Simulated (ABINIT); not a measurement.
# CuAu (P4/mmm) in ABINIT: reference runs

How does CuAu come out in PBEsol? The cell is run as given.

All numbers are computed with ABINIT 10.8.3 (patched build); they aren't measurements. Logs are shortened: lines on timing, memory, paths and dates and some standing lists are left out, and cuts for length are marked. The log counts tension as positive stress, the text compression.

**1. The structure**

Symmetry: P4/mmm, No. 123, tetragonal system. The conventional cell has a = 2.811 Å, b = 2.811 Å, c = 3.685 Å, α = 90.00°, β = 90.00°, γ = 90.00°. Au (site symmetry 4/mmm) is surrounded by 8 Cu at 2.71 Å and 4 Au at 2.81 Å. Cu (site symmetry 4/mmm) is surrounded by 8 Au at 2.71 Å and 4 Cu at 2.81 Å.

**2. Single point, PBEsol**

Contents of run.abi:

```
# Pseudopotentials
pp_dirpath "./"
pseudos "Au.upf, Cu.upf"

# Structure
acell 3*1.0 Angstrom
rprim
     2.8107494552     0.0000000000     0.0000000000
     0.0000000000     2.8107494552     0.0000000000
     0.0000000000     0.0000000000     3.6850000000
ntypat 2
znucl 79 29
natom 2
typat 1 2
xred
     0.0000000000     0.0000000000     0.0000000000
     0.5000000000     0.5000000000     0.5000000000

# Plane-wave basis
ecut 46.0

# k points
kptopt 1
ngkpt 9 9 7
nshiftk 1
shiftk 0.0 0.0 0.0

# Exchange and correlation
ixc -116133

# Bands and occupations
nband 23
occopt 3
tsmear 0.00183747

# SCF cycle
nstep 100
tolvrs 1.0e-10

# Output
iomode 3
prtwf 0
prtden 0
prteig 0
prtebands 0
```

Potentials or basis: PseudoDojo NC SR PBEsol v0.4.1 standard.

Launch:

```console
$ abinit run.abi > log 2>&1
```

run.abo:

```text
.Version 10.8.3 of ABINIT
 Symmetries : space group P4/m m m (#123); Bravais tP (primitive tetrag.)
================================================================================
 Values of the parameters that define the memory need of the present run
     intxc =       0    ionmov =       0      iscf =       7    lmnmax =       7
     lnmax =       7     mgfft =      45  mpssoang =       4    mqgrid =    3001
     natom =       2  nloc_mem =       1    nspden =       1   nspinor =       1
    nsppol =       1      nsym =      16    n1xccc =    2501    ntypat =       2
    occopt =       3   xclevel =       2
       mpw =        2954          nfft =       58320          nkpt =          60
================================================================================
================================================================================

--------------------------------------------------------------------------------
------------- Echo of variables that govern the present computation ------------
--------------------------------------------------------------------------------
 -outvars: echo values of preprocessed input variables --------
            acell      1.8897261259E+00  1.8897261259E+00  1.8897261259E+00 Bohr
              amu      1.96966540E+02  6.35460000E+01
             ecut      4.60000000E+01 Hartree
                       outvar_i_n : Printing only first  50 k-points.
              ixc     -116133
                       outvar_i_n : Printing only first  50 k-points.
         kptrlatt        9    0    0      0    9    0      0    0    7
          kptrlen      4.78039201E+01
            natom           2
            nband          23
            ngfft          36      36      45
             nkpt          60
            nstep         100
             nsym          16
           ntypat           2
                       prtocc : prtvol=0, do not print more k-points.
           occopt           3
           prtden           0
        prtebands           0
           prteig           0
            prtwf           0
            rprim      2.8107494552E+00  0.0000000000E+00  0.0000000000E+00
                       0.0000000000E+00  2.8107494552E+00  0.0000000000E+00
                       0.0000000000E+00  0.0000000000E+00  3.6850000000E+00
          spgroup         123
           tolvrs      1.00000000E-10
           tsmear      1.83747000E-03 Hartree
            typat      1  2
                       outvars : Printing only first  50 k-points.
           xangst      0.0000000000E+00  0.0000000000E+00  0.0000000000E+00
                       1.4053747276E+00  1.4053747276E+00  1.8425000000E+00
            xcart      0.0000000000E+00  0.0000000000E+00  0.0000000000E+00
                       2.6557733394E+00  2.6557733394E+00  3.4818203870E+00
             xred      0.0000000000E+00  0.0000000000E+00  0.0000000000E+00
                       5.0000000000E-01  5.0000000000E-01  5.0000000000E-01
            znucl       79.00000   29.00000

================================================================================

 chkinp: Checking input parameters for consistency.

================================================================================
== DATASET  1 ==================================================================

--- !DatasetInfo
iteration_state: {dtset: 1, }
dimensions: {natom: 2, nkpt: 60, mband: 23, nsppol: 1, nspinor: 1, nspden: 1, mpw: 2954, }
cutoff_energies: {ecut:  46.0, pawecutdg:  -1.0, }
electrons: {nelect:   3.80000000E+01, charge:   0.00000000E+00, occopt:   3.00000000E+00, tsmear:   1.83747000E-03, }
meta: {optdriver: 0, ionmov: 0, optcell: 0, iscf: 7, paral_kgb: 0, }
...

 Real(R)+Recip(G) space primitive vectors, cartesian coordinates (Bohr,Bohr^-1):
 R(1)=  5.3115467  0.0000000  0.0000000  G(1)=  0.1882691  0.0000000  0.0000000
 R(2)=  0.0000000  5.3115467  0.0000000  G(2)=  0.0000000  0.1882691  0.0000000
 R(3)=  0.0000000  0.0000000  6.9636408  G(3)=  0.0000000  0.0000000  0.1436030
 Unit cell volume ucvol=  1.9646191E+02 bohr^3
 Angles (23,13,12)=  9.00000000E+01  9.00000000E+01  9.00000000E+01 degrees

 getcut: wavevector=  0.0000  0.0000  0.0000  ngfft=  36  36  45
         ecut(hartree)=     46.000   => boxcut(ratio)=   2.06953

--- Pseudopotential description ------------------------------------------------
- pspini: atom type   1  psp file is ./Au.upf
12 -116133 3 -1 1340                          pspcod,pspxc,lmax,lloc,mmax
     nproj     2     2     2     1

- pspini: atom type   2  psp file is ./Cu.upf
12 -116133 2 -1 1492                          pspcod,pspxc,lmax,lloc,mmax
     nproj     2     2     2     0

   2.04645885E+03                                ecore*ucvol(ha*bohr**3)
--------------------------------------------------------------------------------

================================================================================

--- !BeginCycle
iteration_state: {dtset: 1, }
solver: {iscf: 7, nstep: 100, nline: 4, wfoptalg: 0, }
tolerances: {tolvrs: 1.00E-10, }
...

     iter   Etot(hartree)      deltaE(h)  residm     vres2
 ETOT  1  -335.86380841039    -3.359E+02 3.340E-01 2.235E+03
 ETOT  2  -335.61055395793     2.533E-01 8.012E-02 8.121E+03
 ETOT  3  -336.72449108508    -1.114E+00 1.944E-02 9.236E+02
 ETOT  4  -336.83190156578    -1.074E-01 6.014E-02 3.462E+02
 ETOT  5  -336.81056257042     2.134E-02 1.575E-03 4.972E+02
 ETOT  6  -336.88409837806    -7.354E-02 3.708E-03 3.093E+00
 ETOT  7  -336.88461115436    -5.128E-04 1.480E-03 6.375E-01
 ETOT  8  -336.88470987217    -9.872E-05 1.988E-03 6.168E-02
 ETOT  9  -336.88472071047    -1.084E-05 5.411E-04 2.477E-04
 ETOT 10  -336.88472075938    -4.892E-08 6.758E-04 3.083E-06
 ETOT 11  -336.88472075982    -4.384E-10 4.499E-04 5.667E-07
 ETOT 12  -336.88472075992    -9.595E-11 4.775E-04 4.938E-11

 At SCF step   12       vres2   =  4.94E-11 < tolvrs=  1.00E-10 =>converged.

 Cartesian components of stress tensor (hartree/bohr^3)
  sigma(1 1)=  1.41482777E-04  sigma(3 2)=  0.00000000E+00
  sigma(2 2)=  1.41482777E-04  sigma(3 1)=  0.00000000E+00
  sigma(3 3)=  1.52149318E-04  sigma(2 1)=  0.00000000E+00

--- !ResultsGS
iteration_state: {dtset: 1, }
comment   : Summary of ground state results
lattice_vectors:
- [  5.3115467,   0.0000000,   0.0000000, ]
- [  0.0000000,   5.3115467,   0.0000000, ]
- [  0.0000000,   0.0000000,   6.9636408, ]
lattice_lengths: [   5.31155,    5.31155,    6.96364, ]
lattice_angles: [ 90.000,  90.000,  90.000, ] # degrees, (23, 13, 12)
lattice_volume:   1.9646191E+02
convergence: {deltae: -9.595E-11, res2:  4.938E-11, residm:  4.775E-04, diffor: null, }
etotal    :  -3.36884721E+02
entropy   :   0.00000000E+00
fermie    :   4.25435812E-01
cartesian_stress_tensor: # hartree/bohr^3
- [  1.41482777E-04,   0.00000000E+00,   0.00000000E+00, ]
- [  0.00000000E+00,   1.41482777E-04,   0.00000000E+00, ]
- [  0.00000000E+00,   0.00000000E+00,   1.52149318E-04, ]
pressure_GPa:  -4.2672E+00
xred      :
- [  0.0000E+00,   0.0000E+00,   0.0000E+00, Au]
- [  5.0000E-01,   5.0000E-01,   5.0000E-01, Cu]
cartesian_forces: # hartree/bohr
- [ -0.00000000E+00,  -0.00000000E+00,  -0.00000000E+00, ]
- [ -0.00000000E+00,  -0.00000000E+00,  -0.00000000E+00, ]
force_length_stats: {min:   0.00000000E+00, max:   0.00000000E+00, mean:   0.00000000E+00, }
...

 Integrated electronic density in atomic spheres:
 ------------------------------------------------
 Atom  Sphere_radius  Integrated_density
    1        2.00000         15.54537092
    2        2.00000         17.31532873
================================================================================

 ----iterations are completed or convergence reached----

 Mean square residual over all n,k,spin=   71.229E-08; max=  47.753E-05
 reduced coordinates (array xred) for    2 atoms
       0.000000000000      0.000000000000      0.000000000000
       0.500000000000      0.500000000000      0.500000000000
 rms dE/dt=  0.0000E+00; max dE/dt=  0.0000E+00; dE/dt below (all hartree)
    1       0.000000000000      0.000000000000      0.000000000000
    2       0.000000000000      0.000000000000      0.000000000000

 cartesian coordinates (angstrom) at end:
    1      0.00000000000000     0.00000000000000     0.00000000000000
    2      1.40537472760000     1.40537472760000     1.84250000000000

 cartesian forces (hartree/bohr) at end:
    1     -0.00000000000000    -0.00000000000000    -0.00000000000000
    2     -0.00000000000000    -0.00000000000000    -0.00000000000000
 frms,max,avg= 0.0000000E+00 0.0000000E+00   0.000E+00  0.000E+00  0.000E+00 h/b

 cartesian forces (eV/Angstrom) at end:
    1     -0.00000000000000    -0.00000000000000    -0.00000000000000
    2     -0.00000000000000    -0.00000000000000    -0.00000000000000
 frms,max,avg= 0.0000000E+00 0.0000000E+00   0.000E+00  0.000E+00  0.000E+00 e/A
 length scales=  1.889726125908  1.889726125908  1.889726125908 bohr
              =  1.000000000000  1.000000000000  1.000000000000 angstroms
 Fermi (or HOMO) energy (hartree) =   0.42544   Average Vxc (hartree)=  -0.50251
 Eigenvalues (hartree) for nkpt=  60  k points:
 kpt#   1, nband= 23, wtk=  0.00176, kpt=  0.0000  0.0000  0.0000 (reduced coord)
  -3.68754   -3.46996   -2.12814   -2.12765   -2.12765   -1.67959   -1.67736   -1.67736
   0.06454    0.18418    0.18970    0.27835    0.27835    0.31803    0.32456    0.35040
   0.36699    0.37482    0.37482    0.50067    0.71999    0.79201    0.79201
      occupation numbers for kpt#   1
   2.00000    2.00000    2.00000    2.00000    2.00000    2.00000    2.00000    2.00000
   2.00000    2.00000    2.00000    2.00000    2.00000    2.00000    2.00000    2.00000
   2.00000    2.00000    2.00000    0.00000    0.00000    0.00000    0.00000
 prteigrs : prtvol=0 or 1, do not print more k-points.

--- !EnergyTerms
iteration_state     : {dtset: 1, }
comment             : Components of total free energy in Hartree
kinetic             :  1.29536260662055E+02
hartree             :  8.49811066763502E+01
xc                  : -4.82426814470091E+01
Ewald energy        : -2.25965139356425E+02
psp_core            :  1.04165679478652E+01
local_psp           : -2.56491942149782E+02
non_local_psp       : -3.11187550587964E+01
internal            : -3.36884582725742E+02
'-kT*entropy'       : -1.38034177073270E-04
total_energy        : -3.36884720759919E+02
total_energy_eV     : -9.16710025696761E+03
band_energy         : -3.07379060934493E+01
...

 Cartesian components of stress tensor (hartree/bohr^3)
  sigma(1 1)=  1.41482777E-04  sigma(3 2)=  0.00000000E+00
  sigma(2 2)=  1.41482777E-04  sigma(3 1)=  0.00000000E+00
  sigma(3 3)=  1.52149318E-04  sigma(2 1)=  0.00000000E+00

-Cartesian components of stress tensor (GPa)         [Pressure= -4.2672E+00 GPa]
- sigma(1 1)=  4.16256703E+00  sigma(3 2)=  0.00000000E+00
- sigma(2 2)=  4.16256703E+00  sigma(3 1)=  0.00000000E+00
- sigma(3 3)=  4.47638747E+00  sigma(2 1)=  0.00000000E+00

== END DATASET(S) ==============================================================
================================================================================

 -outvars: echo values of variables after computation  --------
            acell      1.8897261259E+00  1.8897261259E+00  1.8897261259E+00 Bohr
           etotal     -3.3688472076E+02
            fcart     -0.0000000000E+00 -0.0000000000E+00 -0.0000000000E+00
                      -0.0000000000E+00 -0.0000000000E+00 -0.0000000000E+00
            rprim      2.8107494552E+00  0.0000000000E+00  0.0000000000E+00
                       0.0000000000E+00  2.8107494552E+00  0.0000000000E+00
                       0.0000000000E+00  0.0000000000E+00  3.6850000000E+00
           strten      1.4148277748E-04  1.4148277748E-04  1.5214931753E-04
                       0.0000000000E+00  0.0000000000E+00  0.0000000000E+00
           xangst      0.0000000000E+00  0.0000000000E+00  0.0000000000E+00
                       1.4053747276E+00  1.4053747276E+00  1.8425000000E+00
             xred      0.0000000000E+00  0.0000000000E+00  0.0000000000E+00
                       5.0000000000E-01  5.0000000000E-01  5.0000000000E-01
 Calculation completed.
```

It took 2.2 min on 1 thread of Arm Neoverse V2, shared host; peak memory 0.13 GiB.

Results:

```yaml
Free_energy: -9167.1003 eV
Pressure: -4.3 GPa
Band_gap_on_the_k_mesh: none (metal or under the smearing width)
Valence_electrons_inside_the_program's_atomic_spheres: Au 15.55; Cu 17.32
```

Levels at points of the mesh, in eV from the Fermi level:
```
           k point  band 16  band 17  band 18  band 19  band 20  band 21  band 22  band 23
(0.00, 0.00, 0.00)    -2.04    -1.59    -1.38    -1.38     2.05     8.02     9.97     9.97
```

Spin-orbit coupling is left out, which matters for the levels of Au.
